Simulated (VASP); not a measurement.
# MgB₂: restarted molecular dynamics, 2 variants

MgB₂, P6/mmm (no. 191), 12 atoms in the cell. PBE, molecular dynamics; PAW potentials Mg, B (PBE set).

| Restart from | Temperature at the end (K) | The same without a restart (K) | Potential energy at the end (eV/atom) | The same without a restart (eV/atom) | Electronic steps in the first step after the restart | Time (s) |
|---|---|---|---|---|---|---|
| CONTCAR with velocities, WAVECAR read | 273.0 | 273.0 | -5.02178 | -5.02178 | 4 | 277 |
| CONTCAR with velocities, no WAVECAR | 273.0 | 273.0 | -5.02178 | -5.02178 | 15 | 311 |

Limits: 60 fs of 12 atoms are too short for converged averages; the cell is only 3.5 Å across, so each atom moves in step with near copies of itself.

## Input of the first row

INCAR.step1:
```
SYSTEM = MgB2
GGA = PE
PREC = Normal
ENCUT = 320
EDIFF = 1E-6
NELMIN = 4
NELM = 60
ALGO = Fast
LREAL = Auto
LASPH = .TRUE.
ISMEAR = -1
SIGMA = 0.05
ISYM = 0
LWAVE = .TRUE.
LCHARG = .FALSE.
IBRION = 0
NSW = 30
POTIM = 1.0
TEBEG = 600
ISIF = 2
RANDOM_SEED = 179756 0 0
MDALGO = 2
SMASS = -3
KPAR = 2
```

INCAR.step2, as INCAR.step1 but for:
```
- LWAVE = .TRUE.
+ LWAVE = .FALSE.
```

KPOINTS:
```
k-points
0
Gamma
  2 2 3
```

POSCAR.step1:
```
MgB2
1.0
    6.1700000000      0.0000000000      0.0000000000
   -3.0850000000      5.3433767414      0.0000000000
    0.0000000000      0.0000000000      3.5230000000
Mg B
4 8
Direct
    0.0000000000      0.0000000000      0.0000000000
    0.0000000000      0.5000000000      0.0000000000
    0.5000000000      0.0000000000      0.0000000000
    0.5000000000      0.5000000000      0.0000000000
    0.3333333334      0.1666666666      0.5000000000
    0.3333333334      0.6666666667      0.5000000000
    0.8333333333      0.1666666666      0.5000000000
    0.8333333334      0.6666666667      0.5000000000
    0.1666666667      0.3333333334      0.5000000000
    0.1666666667      0.8333333334      0.5000000000
    0.6666666666      0.3333333334      0.5000000000
    0.6666666666      0.8333333334      0.5000000000
```

Commands (each step's output is kept before the next begins):
```
cat potpaw_PBE.64/Mg/POTCAR potpaw_PBE.64/B/POTCAR > POTCAR
cp INCAR.step1 INCAR
cp POSCAR.step1 POSCAR
mpirun -np 2 vasp_std > vasp.out
cp CONTCAR POSCAR
cp INCAR.step2 INCAR
mpirun -np 2 vasp_std > vasp.out
```

Changes of the last row against the first:
```
(step 1)
- LWAVE = True
+ LWAVE = False
```

VASP 6.6.1 took 277 s on 2 cores (AMD EPYC 7571), a shared host.
